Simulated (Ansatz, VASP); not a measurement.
One calculation of PtS2, two programs

```
Pt S
1.0
     3.54320    0.00000    0.00000
    -1.77160    3.06850    0.00000
     0.00000    0.00000    5.03880
Pt S
1 2
Cartesian
  0.0000 0.0000 0.0000
  1.7716 1.0228 3.8950
  0.0000 2.0457 1.1438
```

Alike in both runs: task single point; functional PBE; k mesh 9 × 9 × 5; occupations gaussian, width 0.022 eV; no spin polarisation.

|  | VASP | Ansatz |
| --- | --- | --- |
| version | VASP 6.6.1 | Ansatz 0.2.0 |
| potentials or method | VASP PAW PBE potentials, release 64 (Pt, S) | Ansatz PAW |
| plane-wave cutoff (eV) | 520 | 420 |
| valence electrons in the cell | 22 | 30 |

```tsv
	VASP	Ansatz	Ansatz less VASP
gap on the k mesh at the Fermi level (eV)	1.03	1.02	-0.015
least direct gap on the mesh (eV)	1.08	1.07	-0.009
pressure (GPa)	11.1	11.6	+0.52
largest component of the traceless stress (GPa)	0.99	1.17	+0.184
rms of the force components (eV/Å)	0.572	0.592	+0.0206
```

Atom by atom the forces differ by 0.021 eV/Å (rms over components). With one functional, cell and mesh, what is left measures potentials, basis and numerics. The two sets of potentials don't hold the same shells in valence.

Caveats: spin-orbit coupling is left out, which moves the levels of the heavy elements; forces of over 1 eV/Å show positions far from the minimum, so gaps and moduli don't describe the material at rest; an odd mesh through Γ misses points on the zone boundary, where band edges often lie (VASP); odd divisions of the mesh miss points on the zone boundary, where band edges often lie, so the gap on the mesh can be too wide (Ansatz). As with any semilocal functional, this PBE gap is likely too small.
